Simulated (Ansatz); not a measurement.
**Optical constants of BP**

These are results of Ansatz 0.2.0, DFT LDA, scalar-relativistic, plane waves, PAW, not measurements. Settings: 420 eV plane-wave cutoff, Γ-centred 16×16×16 mesh, Fermi-Dirac smearing of 0.15 eV. No spin polarisation.

Equilibrium structure at this level:
```xyz
2
Lattice="2.7202 0.0000 0.0000 0.0000 2.7202 0.0000 0.0000 0.0000 2.7202" Properties=species:S:1:pos:R:3 pbc="T T T"
B     0.0000    0.0000    0.0000
P     1.3601    1.3601    1.3601
```

The cell is the ideal cubic caesium chloride prototype; this isn't the usual structure of the compound. In a metal these results depend on the k mesh and the smearing.

Independent-particle response (no local fields, no excitons) on a 26×26×26 mesh, broadened by 0.1 eV; the Drude term is undamped and its weight carries the smearing above, which sets much of it in a semimetal. The run couldn't bound its error over part or most of this range, so small peaks and near ties are unsure. Light polarised along z. ε₁ lacks the small share of bands above those solved.

**Question.** Tabulate ε₁ and ε₂ against photon energy.

**Answer.**
```
E (eV)         ε₁      ε₂
   0.1  -29212.56  126.27
   0.6    -879.71   87.62
   1.1    -281.23   42.03
   1.6    -136.63   12.05
   2.1     -77.79    5.38
   2.6     -48.96    2.97
   3.1     -31.71    1.87
   3.6     -19.72    6.72
   4.1     -21.64    9.04
   4.6     -17.24    4.00
   5.1     -13.08    2.57
   5.6      -9.19    4.71
   6.1      -9.85    3.73
   6.6      -8.76    2.72
   7.1      -7.62    2.01
   7.6      -6.52    1.63
   8.1      -5.71    1.41
   8.6      -5.02    1.14
   9.1      -4.40    0.95
   9.6      -3.90    0.81
  10.1      -3.44    0.67
  10.6      -3.02    0.57
  11.1      -2.67    0.49
  11.6      -2.36    0.43
```

**Question.** Where is the highest local maximum of ε₂ between 0.3 and 12 eV?

**Answer.** At 0.3 eV, where ε₂ = 339.9.

Cost: 1 run of about 2.8 core-minutes, on Intel Xeon Processor @ 2.50GHz (Skylake/Cascade Lake) (shared hosts).